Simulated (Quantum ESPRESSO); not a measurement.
Runs of Quantum ESPRESSO 7.5 on PbS (Galena). The structure is cubic, space group Fm-3m (No. 225). Conventional cell: a = 5.931 Å, b = 5.931 Å, c = 5.931 Å, α = 90.00°, β = 90.00°, γ = 90.00°. Around Pb (site symmetry m-3m) lie 6 S at 2.97 Å. S (site symmetry m-3m) has 6 Pb at 2.97 Å as nearest neighbours. 

```csv
task,level,potentials or basis,cell,k mesh,form of the LDA correlation,q mesh,pressure (GPa)
dielectric tensor,LDA,PseudoDojo 0.4.1 SR LDA standard,as given,"8 × 8 × 8, shifted",PW92,-,-2.6
dielectric tensor,BLYP,PseudoDojo 0.4.1 SR PBE standard,as given,"8 × 8 × 8, shifted",-,-,6.1
dielectric tensor,AM05,PseudoDojo 0.4.1 SR PBE standard,as given,"8 × 8 × 8, shifted",-,-,(a)
phonon dispersion,LDA,PseudoDojo 0.4.1 SR LDA standard,relaxed,"6 × 6 × 6, shifted",PW92,2 × 2 × 2,0.0
phonons,WC,PseudoDojo 0.4.1 SR PBE standard,relaxed,"6 × 6 × 6, shifted",-,-,0.0
```

Alike in all rows: no spin polarisation; cutoff (eV) 762; smearing fermi-dirac 0.05 eV.

Q: Estimate the missing entries.

A: (a) -0.2.

Caveats: the potentials were made for another functional, which shifts forces and pressure (some runs); the cell is more than 3 GPa from zero pressure, which shifts response properties (some runs).

Runs at the PBE level aren't shown here.
